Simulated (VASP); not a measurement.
## Tb: single point with PBEsol+rVV10+U

Tb:

```
CELL_PARAMETERS angstrom
0.00000 2.51997 2.51997
2.51997 0.00000 2.51997
5.03993 5.03993 0.00000
ATOMIC_POSITIONS crystal
Tb 0.00000 0.00000 0.00000
Tb 0.00000 0.00000 0.50000
```

This isn't the form of Tb at room conditions, which is hcp.

```yaml
Program: VASP 6.6.1
Task: single point
Functional: PBEsol
Dispersion: rVV10
Potentials_or_basis: VASP PAW PBE potentials, release 64 (Tb_3), 4f in core
Cutoff: 520 eV
k_mesh: 9 × 9 × 9
Occupations: methfessel-paxton, width 0.2 eV
Spin: collinear spin, antiferromagnetic start
Starting_moments: "[6.0, -6.0] μB"
Hubbard_terms: Tb f U = 5 eV
```

```
Pressure                                              : -2.8 GPa
Band gap on the k mesh                                : none (metal or under the smearing width)
Net moment                                            : 0.00 μB per cell
Valence electrons inside the program's atomic spheres : Tb 7.81
```

Levels at points of the mesh, in eV from the Fermi level:
Spin up:
| k point | band 5 | band 6 | band 7 | band 8 | band 9 | band 10 | band 11 | band 12 | band 13 | band 14 |
| --- | --- | --- | --- | --- | --- | --- | --- | --- | --- | --- |
| (0.00, 0.00, 0.00) | -22.19 | -22.19 | -5.02 | -2.27 | 1.09 | 1.57 | 1.57 | 1.76 | 1.76 | 1.76 |
Spin down:
```tsv
k point	band 7	band 8	band 9	band 10	band 11	band 12
(0.00, 0.00, 0.00)	-5.02	-2.27	1.09	1.57	1.57	1.76
```

Eigenvalues of the final occupation matrices:
```tsv
site	spin	trace	eigenvalues
site 1 f	1	0.00	0.00 0.00 0.00 0.00 0.00 0.00 0.00
site 1 f	2	0.00	0.00 0.00 0.00 0.00 0.00 0.00 0.00
site 2 f	1	0.00	0.00 0.00 0.00 0.00 0.00 0.00 0.00
site 2 f	2	0.00	0.00 0.00 0.00 0.00 0.00 0.00 0.00
```

Run time: 6.8 min on 1 thread of Intel(R) Xeon(R) Platinum 8488C (Sapphire Rapids) (shared host), peak memory 0.49 GiB.

Caveat: the magnetic or orbital state may not be the lowest; U is put on an f shell that these potentials keep in the core, so it has next to no effect; the PAW data sets were made with another functional, which shifts forces and pressure a little; spin-orbit coupling is left out, which moves the levels of the heavy elements; the 4f electrons are frozen in the core as for a trivalent ion, so they carry no moment and show no levels. The state reached can hang on the start; a lower one may exist.
